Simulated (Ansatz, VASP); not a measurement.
# Two plane-wave programs on ZnS

```xyz
2
Lattice="2.5670 2.5670 0.0000 -2.5670 2.5670 0.0000 0.0000 2.5670 2.5670" Properties=species:S:1:pos:R:3 pbc="T T T"
Zn    1.2835    3.8506    1.2835
S     0.0000    0.0000    0.0000
```

Alike in both runs: functional LDA; k mesh 8 × 8 × 8; no spin polarisation.

Ansatz relaxed the structure, and its values are those at the end. VASP's run is a single point on that final structure, the one shown.

```csv
,VASP,Ansatz
version,VASP 6.6.1,Ansatz 0.2.0
potentials or method,"VASP PAW LDA potentials, release 64 (Zn, S)","PAW with Ansatz's default frozen-core files, scalar-relativistic"
plane-wave cutoff (eV),520,420
occupations,"gaussian, width 0.01 eV",fixed
valence electrons in the cell,18,18
```

Ansatz gave:

| Quantity | Value |
| --- | --- |
| gap on the k mesh at the Fermi level (eV) | 2.56 |
| pressure (GPa) | 10.0 |

Task: What did VASP give for the same quantities?

Result: gap on the k mesh at the Fermi level (eV): 2.60; pressure (GPa): 10.3.

A k mesh can miss the band edges.
